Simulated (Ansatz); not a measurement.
## Cs under compression: one row to predict

The cell was found from a structure generator's guess, not taken from experiment.

Computed with Ansatz 0.2.0, DFT PBE, scalar-relativistic, plane waves, PAW. Plane waves to 420 eV, a 12×12×12 mesh through Γ for the 1-atom cell and 0.10 eV Gaussian smearing; no spin polarisation.

```
Cs
1.0
     5.03901    0.00000    0.00000
     0.00000    5.03901    0.00000
     0.00000    0.00000    5.03901
Cs
1
Direct
  0.50000 0.50000 0.50000
```

The cell was set to several volumes, with shape and atoms relaxed at each where symmetry leaves them free. Pressure is positive in compression, and energies count from the lowest row. No row has a gap on its mesh.

```tsv
row	V (Å³/atom)	P (GPa)	ΔE (meV/atom)
1	112.595	0.26	11.4
2	116.433	?	?
3	120.272	0.11	2.6
4	124.110	0.05	0.7
5	127.949	0.00	0.0
6	131.787	-0.04	0.5
7	135.626	-0.08	1.9
8	140.744	-0.12	5.2
```

Question: Find B = −V·ΔP/ΔV from rows 4 and 6 and from rows 1 and 3, and from the two its slope B′ and its value B0 at zero pressure.

Answer: Rows 4 and 6 give −(124.110 + 131.787)/2 × (-0.04 − (0.05))/(131.787 − 124.110) = 1.5 GPa at a mean pressure of 0.01 GPa. Rows 1 and 3 give −(112.595 + 120.272)/2 × (0.11 − (0.26))/(120.272 − 112.595) = 2.3 GPa at a mean pressure of 0.18 GPa. So B′ = (2.3 − 1.5)/(0.18 − (0.01)) = 4.71 and B0 = 1.5 − 4.71 × (0.01) = 1.5 GPa. A third-order Birch–Murnaghan fit to all the energies gives B0 = 1.6 GPa and B′ = 3.8.

Question: Estimate the pressure and energy of row 2.

Answer: From row 5, V0 = 127.949 × (1 + (0.00)/1.5) = 127.949 Å³/atom. Murnaghan's form P = (B0/B′)·[(V0/V)^B′ − 1] gives (1.5/4.71) × [(127.949/116.433)^4.71 − 1] = 0.18 GPa; the computed pressure is 0.18 GPa, so the estimate is off by 0.00 GPa. The work of compression from row 3, with the mean of the two pressures, gives ΔE = 2.6 + (0.18 + 0.11)/2 × (120.272 − 116.433)/160.2 × 1000 = 6.1 meV/atom (1 eV/Å³ = 160.2 GPa); the computed value is 6.1 meV/atom.

All volumes keep the k mesh of the relaxed cell. A structure relaxed within its symmetry needn't be a true minimum.
